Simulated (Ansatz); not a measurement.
## Ligand exchange: CHF3 + Si(SiH3)F3 → SiH3(CF3) + SiHF3

Species: CHF3 (trifluoromethane) `FC(F)F`, singlet; Si(SiH3)F3, singlet; SiH3(CF3), singlet; SiHF3 `F[SiH](F)F`, singlet. The partners trade H for SiH3: C–H and Si–SiH3 bonds give way to C–SiH3 and Si–H.

Shapes, held fixed at every level: PBE0-D4/def2-TZVP. Programs: Ansatz 0.2.0. The zero-point and thermal change to 298 K, harmonic and unscaled (PBE0-D4/def2-TZVP), is -8.8 kJ/mol.

| level | kind | ΔH(298 K) (kJ/mol) | less CCSD(T)/CBS estimate | CPU time (sum over the molecules) |
| --- | --- | --- | --- | --- |
| PBE0-D4/def2-TZVPP | global hybrid | +27.1 | +12.6 | 28 s |
| r2SCAN0-D4/def2-TZVPP | global hybrid | +20.3 | +5.8 | 51 s |
| wB97X-V/def2-TZVPP | range-separated hybrid | +16.7 | +2.2 | 74 s |
| B2PLYP/def2-TZVPP | double hybrid | +14.3 | -0.2 | 52 s |
| MP2/def2-TZVPP | perturbation theory | +13.2 | -1.3 | – |
| CCSD/def2-SVP | coupled cluster or CI | +17.4 | +2.9 | – |
| CCSD(T)/def2-TZVPP | coupled cluster or CI | +16.8 | +2.3 | 15 min |
| CCSD(T)/CBS estimate | coupled cluster or CI | +14.5 | 0.0 | 18 min |

The highest level, CCSD(T)/CBS estimate, gives ΔH(298 K) = +14.5 kJ/mol; the levels span +13.2 to +27.1. The column of differences is taken from that level and isn't an error. No measured value is set beside it here. The CBS estimate extrapolates MP2 from def2-TZVPP and def2-QZVPP and adds CCSD(T) − MP2 in the triple-zeta set, cores frozen. Times are processor times on shared x86 and Arm servers, and rough.

The exchange is endothermic at every level, so enthalpy favours keeping hydrogen on carbon and SiH3 on the fluorinated silicon. The reaction gives up a strong C–H bond, and the new Si–C bond probably compensates poorly: fluorine leaves the CF3 carbon electron-poor, which weakens the polar attraction that normally strengthens a bond between carbon and electropositive silicon. The thermal term of -8.8 kJ/mol works against this preference, as expected when stiff C–H stretching and bending modes are replaced by softer Si–H ones.

All three hybrids without perturbative correlation lie above the best estimate, PBE0 by far the most, perhaps because they balance the C–H/Si–H and Si–Si/Si–C bond changes unevenly. The closeness of MP2 is partly fortuitous: enlarging the basis lowers the reaction enthalpy, whereas higher-order correlation raises it, so the two omissions largely cancel. B2PLYP's near-coincidence with the reference likewise doesn't establish general accuracy for such exchanges. Nothing here bears on the barrier, and hence on whether the ligands would exchange at a useful rate.
